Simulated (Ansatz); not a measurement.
# Fe (Fe, hcp): the cost of one run

Method: DFT RPBE, plane waves (420 eV) with PAW, scalar-relativistic; PAW files made under PBE, frozen cores solved again for the functional, in Ansatz 0.2.0.

## 1. Starting point

It takes space group P6_3/mmc (No. 194, hexagonal). The conventional cell has a = 2.554 Å, b = 2.554 Å, c = 4.170 Å, α = 90.00°, β = 90.00°, γ = 120.00°. Fe (site symmetry -6m2) has 12 Fe at 2.55 Å as nearest neighbours.

As a file:

```cif
data_structure
_symmetry_space_group_name_H-M 'P6_3/mmc'
_symmetry_Int_Tables_number 194
_cell_length_a 2.5538
_cell_length_b 2.5538
_cell_length_c 4.1703
_cell_angle_alpha 90.000
_cell_angle_beta 90.000
_cell_angle_gamma 120.000
_cell_volume 23.55
loop_
_atom_site_label
_atom_site_type_symbol
_atom_site_symmetry_multiplicity
_atom_site_Wyckoff_symbol
_atom_site_fract_x
_atom_site_fract_y
_atom_site_fract_z
_atom_site_occupancy
Fe1 Fe 2 c 0.33333 0.66667 0.25000 1
```

The atoms start with moments of +2.5, -2.5 μB.

## 2. Relaxing cell and atoms

input.yaml

```yaml
crystal:
  lattice:
    - [2.5537576109, 0.0, 0.0]
    - [-1.2768788055, 2.2116189662, 0.0]
    - [0.0, 0.0, 4.1702861787]
  atoms:
    - { symbol: Fe, position: [0.3333333333, 0.6666666667, 0.25], spin: 2.5 }
    - { symbol: Fe, position: [0.6666666667, 0.3333333333, 0.75], spin: -2.5 }
hamiltonian:
  xc: rpbe
  pseudopotentials:
    kind: paw
    azcp:
      Fe: "pseudopotentials/Fe.paw.azcp"
basis:
  ecutwfc: 420
  fft_grid_basis: typed
kpoints:
  mp_grid: { grid: [14, 14, 8], shift: [0, 0, 0] }
magnetization:
  spin_polarized: true
scf:
  occupations: { method: fermi_dirac, width: 0.05 }
relax:
  max_steps: 60
  f_tol: 0.01
  cell: {}
```

What time and memory should one allow on 2 threads of an Arm CPU, shared host?

About 2.2 min, with a peak of 0.41 GiB.
